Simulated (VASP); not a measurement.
# NaH (Fm-3m) in VASP: single point with PBE0

Aim: the single point of NaH with PBE0.

Everything below comes from runs of VASP 6.6.1. Logs are shortened: lines on timing, memory, paths and dates and some standing lists are left out, and cuts for length are marked.

### Step 1. Starting point

Symmetry: Fm-3m, No. 225, cubic system. The conventional cell has a = 4.788 Å, b = 4.788 Å, c = 4.788 Å, α = 90.00°, β = 90.00°, γ = 90.00°. Na (site symmetry m-3m) has 6 H at 2.39 Å as nearest neighbours. H (site symmetry m-3m) has 6 Na at 2.39 Å as nearest neighbours.

The cell is a database's computed one.

### Step 2. Single point, PBE0

POSCAR reads:

```
NaH
1.0
    0.0000000000      2.3939900000      2.3939900000
    2.3939900000      0.0000000000      2.3939900000
    2.3939900000      2.3939900000      0.0000000000
Na H
1 1
Direct
    0.0000000000      0.0000000000      1.0000000000
    0.5000000000      0.5000000000      0.5000000000
```

INCAR.step1 reads:

```
SYSTEM = NaH
PREC = Accurate
ENCUT = 520
EDIFF = 1E-5
ISMEAR = 0
SIGMA = 0.02
LREAL = .False.
LASPH = .True.
NELM = 100
ALGO = Normal
ISIF = 2
LWAVE = .True.
NBANDS = 11
GGA = PE
```

INCAR.step2 reads:

```
SYSTEM = NaH
PREC = Accurate
ENCUT = 520
EDIFF = 1E-6
ISMEAR = 0
SIGMA = 0.02
LREAL = .False.
LASPH = .True.
NELM = 100
ALGO = Normal
ISIF = 2
LWAVE = .False.
LCHARG = .True.
GGA = PE
LHFCALC = .True.
AEXX = 0.25
PRECFOCK = Fast
LELF = .True.
LVHAR = .True.
NBANDS = 11
ISTART = 1
```

KPOINTS reads:

```
Automatic mesh
0
Gamma
  6 6 6
  0 0 0
```

Potentials or basis: VASP PAW PBE potentials, release 64 (Na_pv, H).

Run with:

```sh
> cat potpaw_PBE.64/Na_pv/POTCAR potpaw_PBE.64/H/POTCAR > POTCAR
> cp INCAR.step1 INCAR
> mpirun -np 1 vasp_std > vasp.out
> cp INCAR.step2 INCAR
> mpirun -np 1 vasp_std > vasp.out
```

OUTCAR:

```text
SYSTEM = NaH
   PREC = Accurate
   ENCUT = 520
   EDIFF = 1E-6
   ISMEAR = 0
   LREAL = .False.
   LASPH = .True.
   NELM = 100
   ISIF = 2
   GGA = PE
   LHFCALC = .True.
   AEXX = 0.25
   PRECFOCK = Fast
   ISTART = 1

 ion  position               nearest neighbor table
   1  0.000  0.000  0.000-
   2  0.500  0.500  0.500-

  LATTYP: Found a face centered cubic cell.
 ALAT       =     4.7879800000

  Lattice vectors:

 A1 = (   0.0000000000,   2.3939900000,   2.3939900000)
 A2 = (   2.3939900000,   0.0000000000,   2.3939900000)
 A3 = (   2.3939900000,   2.3939900000,   0.0000000000)

Analysis of symmetry for initial positions (statically):
=====================================================================
 Subroutine PRICEL returns:
 Original cell was already a primitive cell.

 Routine SETGRP: Setting up the symmetry group for a
 face centered cubic supercell.

 Subroutine GETGRP returns: Found 48 space group operations
 (whereof 48 operations were pure point group operations)
 out of a pool of 48 trial point group operations.

The static configuration has the point symmetry O_h .

Analysis of symmetry for dynamics (positions and initial velocities):
=====================================================================
 Subroutine PRICEL returns:
 Original cell was already a primitive cell.

 Routine SETGRP: Setting up the symmetry group for a
 face centered cubic supercell.

 Subroutine GETGRP returns: Found 48 space group operations
 (whereof 48 operations were pure point group operations)
 out of a pool of 48 trial point group operations.

The dynamic configuration has the point symmetry O_h .

 Subroutine INISYM returns: Found 48 space group operations
 (whereof 48 operations are pure point group operations),
 and found     1 'primitive' translations

----------------------------------------------------------------------------------------

                                     Primitive cell

  volume of cell :      27.4408

  direct lattice vectors                    reciprocal lattice vectors
     0.000000000  2.393990000  2.393990000    -0.208856344  0.208856344  0.208856344
     2.393990000  0.000000000  2.393990000     0.208856344 -0.208856344  0.208856344
     2.393990000  2.393990000  0.000000000     0.208856344  0.208856344 -0.208856344

  length of vectors
     3.385613126  3.385613126  3.385613126     0.361749800  0.361749800  0.361749800

  position of ions in fractional coordinates (direct lattice)
     0.000000000  0.000000000  0.000000000
     0.500000000  0.500000000  0.500000000

  ion indices of the primitive-cell ions
   primitive index   ion index
                 1           1
                 2           2

----------------------------------------------------------------------------------------

 KPOINTS: Automatic mesh

Automatic generation of k-mesh.
 Grid dimensions read from file:
 generate k-points for:    6    6    6

 Generating k-lattice:

  Cartesian coordinates                     Fractional coordinates (reciprocal lattice)
    -0.034809391  0.034809391  0.034809391     0.166666667  0.000000000  0.000000000
     0.034809391 -0.034809391  0.034809391     0.000000000  0.166666667  0.000000000
     0.034809391  0.034809391 -0.034809391     0.000000000  0.000000000  0.166666667

  Length of vectors
     0.060291633  0.060291633  0.060291633

  Shift w.r.t. Gamma in fractional coordinates (k-lattice)
     0.000000000  0.000000000  0.000000000

 Subroutine IBZKPT returns following result:
 ===========================================

 Found     16 irreducible k-points:

 Following reciprocal coordinates:
            Coordinates               Weight
  0.000000  0.000000  0.000000      1.000000
  0.166667  0.000000  0.000000      8.000000
  0.333333  0.000000  0.000000      8.000000
  0.500000  0.000000  0.000000      4.000000
  0.166667  0.166667  0.000000      6.000000
  0.333333  0.166667  0.000000     24.000000
[... 8 lines left out ...]
 -0.333333  0.333333  0.166667     24.000000
 -0.333333  0.500000  0.166667     12.000000
   k-points           NKPTS =     16   k-points in BZ     NKDIM =    216   number of bands    NBANDS=     11
   number of dos      NEDOS =    301   number of ions     NIONS =      2
   total plane-waves  NPLWV =  21952
   dimension x,y,z NGX =    28 NGY =   28 NGZ =   28
   dimension x,y,z NGXF=    56 NGYF=   56 NGZF=   56
   ions per type =               1   1
   NGX,Y,Z   is equivalent  to a cutoff of  13.75, 13.75, 13.75 a.u.
   NGXF,Y,Z  is equivalent  to a cutoff of  27.50, 27.50, 27.50 a.u.
 SYSTEM =  NaH
   PREC   = accura    normal or accurate (medium, high low for compatibility)
   ISTART =      1    job   : 0-new  1-cont  2-samecut
   ICHARG =      0    charge: 1-file 2-atom 10-const
   ISPIN  =      1    spin polarized calculation?
   LNONCOLLINEAR =      F non collinear calculations
   LSORBIT =      F    spin-orbit coupling
   LASPH  =      T    aspherical Exc in radial PAW
   ENCUT  =  520.0 eV  38.22 Ry    6.18 a.u.   6.29  6.29  6.29*2*pi/ulx,y,z
   NELM   =    100;   NELMIN=  2; NELMDL=  0     # of ELM steps
   EDIFF  = 0.1E-05   stopping-criterion for ELM
   LREAL  =      F    real-space projection
   EDIFFG = 0.1E-04   stopping-criterion for IOM
   NSW    =      0    number of steps for IOM
   IBRION =     -1    ionic relax: 0-MD 1-quasi-New 2-CG
   NFREE  =      0    steps in history (QN), initial steepest desc. (CG)
   ISIF   =      2    stress and relaxation
   ISYM   =      3    0-nonsym 1-usesym 2-fastsym
   POTIM  = 0.5000    time-step for ionic-motion
   TEBEG  =    0.0;   TEEND  =   0.0 temperature during run
   PSTRESS=    0.0 pullay stress
   NELECT =       8.0000    total number of electrons
   NUPDOWN=      -1.0000    fix difference up-down
   EMIN   =  10.00;   EMAX   =-10.00  energy-range for DOS
   EFERMI =   0.00;   METHOD = LEGACY
   ISMEAR =     0;   SIGMA  =   0.02  broadening in eV -4-tet -1-fermi 0-gaus
   EFERMI_NEDOS =   21; number of points for ismear=-14 and -15
   IALGO  =     38    algorithm
   IMIX   =      1    mixing-type and parameters
     AMIX     =   0.40;   BMIX     =  1.00
     AMIX_MAG =   1.60;   BMIX_MAG =  1.00
  volume/ion in A,a.u.               =      13.72        92.59
  Fermi-wavevector in a.u.,A,eV,Ry     =   1.085523  2.051342 16.032573  1.178361
  Thomas-Fermi vector in A             =   2.221639
   LORBIT       =      0    0 simple, 1 ext, 2 COOP (PROOUT), +10 PAW based schemes
   GGA     = PE    functional components
   LHFCALC =     T    Hartree Fock is set to
   PRECFOCK=fast      Normal, Fast or Accurate (Low or Medium for compatibility)
   ENCUT4O =  -1.0   cutoff for four orbital integrals eV
   NKREDX  =     1    reduce k-point grid by
   NKREDY  =     1    reduce k-point grid by
   NKREDZ  =     1    reduce k-point grid by
   AEXX    =    0.2500 exact exchange contribution
   HFSCREEN=    0.0000 screening length (either q_TF or 0.3 A-1)
   HFSCREENC=   0.0000 screening length for correlation (either q_TF or 0.3 A-1)
   ENCUTFOCK=  -1.0 apply spherical cutoff to Coloumb kernel
   IVDW    =     0    specifies the selected vdW correction
   LEPSILON=     F    determine dielectric tensor
   LRPA    =     F    only Hartree local field effects (RPA)
 non-spin polarized calculation
 Gauss-broadening in eV      SIGMA  =   0.02
  energy-cutoff  :      520.00
  volume of cell :       27.44
 maximum number of plane-waves:       754
 NGX is ok and might be reduce to    28
  NGX = 16; NGY = 16; NGZ = 16

 number of electron       7.9999992 magnetization

 Free energy of the ion-electron system (eV)
  ---------------------------------------------------
  ext. energy  EPLUGINS =         0.00000000
  ---------------------------------------------------
  free energy    TOTEN  =        -6.11795049 eV

  energy without entropy =       -6.11795049  energy(sigma->0) =       -6.11795049

 E-fermi :  -2.0071     XC(G=0):  -6.2098

 val. band max:       -2.2113604421   @ k =  -0.3333   0.5000   0.1667
 cond. band min:       3.4282878336   @ k =   0.5000   0.0000   0.0000
 fundamental gap:      5.6396482757
 Fermi energy:        -2.0071476746

 k-point     1 :       0.0000    0.0000    0.0000
  band No.  band energies     occupation
      1     -26.5294      2.00000
      2     -26.5294      2.00000
      3     -26.5294      2.00000
      4      -6.2562      2.00000
      5      10.8403      0.00000
      6      15.8129      0.00000
      7      15.8129      0.00000
      8      15.8129      0.00000
      9      16.9249      0.00000
     10      16.9249      0.00000
     11      16.9249      0.00000

 k-point     2 :       0.1667    0.0000    0.0000
  band No.  band energies     occupation
      1     -26.5543      2.00000
      2     -26.5322      2.00000
      3     -26.5322      2.00000
      4      -5.7150      2.00000
      5       9.0445      0.00000
      6      12.5000      0.00000
      7      14.7489      0.00000
      8      14.7489      0.00000
      9      18.0643      0.00000
     10      18.0643      0.00000
     11      18.3242      0.00000

 k-point     3 :       0.3333    0.0000    0.0000
  band No.  band energies     occupation
      1     -26.6033      2.00000
      2     -26.5377      2.00000
      3     -26.5377      2.00000
      4      -4.2773      2.00000
      5       5.4027      0.00000
      6      11.2529      0.00000
      7      13.8809      0.00000
      8      13.8809      0.00000
      9      17.2674      0.00000
     10      17.2674      0.00000
     11      19.4940      0.00000
[... 155 lines left out ...]
 k-point    15 :      -0.3333    0.3333    0.1667
  band No.  band energies     occupation
      1     -26.6019      2.00000
      2     -26.5758      2.00000
      3     -26.5541      2.00000
      4      -2.4570      2.00000
      5       4.8442      0.00000
      6       6.7110      0.00000
      7       9.9288      0.00000
      8      15.8793      0.00000
      9      17.0059      0.00000
     10      19.5258      0.00000
     11      21.5699      0.00000

 k-point    16 :      -0.3333    0.5000    0.1667
  band No.  band energies     occupation
      1     -26.6007      2.00000
      2     -26.5745      2.00000
      3     -26.5637      2.00000
      4      -2.2114      2.00000
      5       4.9585      0.00000
      6       6.9574      0.00000
      7       8.7936      0.00000
      8      15.1606      0.00000
      9      15.5556      0.00000
     10      21.3356      0.00000
     11      21.4730      0.00000

------------------------ aborting loop because EDIFF is reached ----------------------------------------

  FORCE on cell =-STRESS in cart. coord.  units (eV):
  Direction    XX          YY          ZZ          XY          YZ          ZX
  --------------------------------------------------------------------------------------
  -------------------------------------------------------------------------------------
  Total        0.0470160      0.0470160      0.0470160     -0.0000000      0.0000000      0.0000000
  in kB        2.7451085      2.7451085      2.7451085     -0.0000000      0.0000000      0.0000000
  external PRESSURE =       2.7451085 kB  Pullay stress =       0.0000000 kB

 VOLUME and BASIS-vectors are now :
 -----------------------------------------------------------------------------
  energy-cutoff  :      520.00
  volume of cell :       27.44
      direct lattice vectors                 reciprocal lattice vectors
     0.000000000  2.393990000  2.393990000    -0.208856344  0.208856344  0.208856344
     2.393990000  0.000000000  2.393990000     0.208856344 -0.208856344  0.208856344
     2.393990000  2.393990000  0.000000000     0.208856344  0.208856344 -0.208856344

 POSITION                                       TOTAL-FORCE (eV/Angst)
 -----------------------------------------------------------------------------------
      0.00000      0.00000      0.00000         0.000000     -0.000000      0.000000
      2.39399      2.39399      2.39399        -0.000000      0.000000     -0.000000
 -----------------------------------------------------------------------------------
    total drift:                                0.000000     -0.000000     -0.000000

  FREE ENERGIE OF THE ION-ELECTRON SYSTEM (eV)
  ---------------------------------------------------
  free  energy   TOTEN  =        -6.1179504901 eV

  energy  without entropy=       -6.1179504901  energy(sigma->0) =       -6.11795049
```

It took 2.1 min on 1 thread of Intel Xeon Platinum 8259CL at 2.50GHz (Skylake/Cascade Lake), shared host; peak memory 0.16 GiB.

What came out:

* Free energy: -6.1180 eV
* Pressure: 0.3 GPa
* Band gap on the k mesh: 5.64 eV, indirect (least direct gap 6.57 eV)

Caveat: the PAW data sets were made with another functional, which shifts forces and pressure a little. A k mesh can miss the band edges.
